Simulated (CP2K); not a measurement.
Ti2O:

```xyz
3
Lattice="2.9194 0.0000 0.0000 -1.4597 2.5283 0.0000 0.0000 0.0000 4.7130" Properties=species:S:1:pos:R:3 pbc="T T T"
Ti    0.0000    1.6855    3.3993
Ti    1.4597    0.8428    1.3137
O     0.0000    0.0000    0.0000
```

Base run:

| Property | Result |
| --- | --- |
| Program | CP2K 2026.2 |
| Functional | TASK |
| Potentials or basis | POTENTIAL_UZH Ti GTH-SCAN-q12, O GTH-SCAN-q6; TZVP-MOLOPT-SCAN-GTH basis |
| Density cutoff | 11565 eV |
| k mesh | 10 × 10 × 6 |
| Occupations | fermi-dirac, width 0.1 eV |
| Spin | no spin polarisation |

Its results: band gap on the k mesh none (metal or under the smearing width); pressure 20.7 GPa; largest force 0.385 eV/Å.

Question: The run is repeated on the same cell with these changes: functional from TASK to r2SCAN; occupations from fermi-dirac, width 0.1 eV to fermi-dirac, width 0.05 eV. What comes out?

Answer: Band gap on the k mesh none (metal or under the smearing width); pressure 10.2 GPa; largest force 1.023 eV/Å.

Caveats: the basis of atomic orbitals isn't converged, which shifts pressures, moduli and gaps; semilocal functionals often make such compounds metallic where correlation or magnetic order opens a gap, which also shifts bond lengths; so large a pressure means that the cell lies far from this level's equilibrium, or that cutoff or potentials fall short (some runs); the potentials were made for another functional, which shifts forces and pressure (some runs); forces of over 1 eV/Å show positions far from the minimum, so gaps and moduli don't describe the material at rest (some runs).

Not every run made on this cell is shown here.
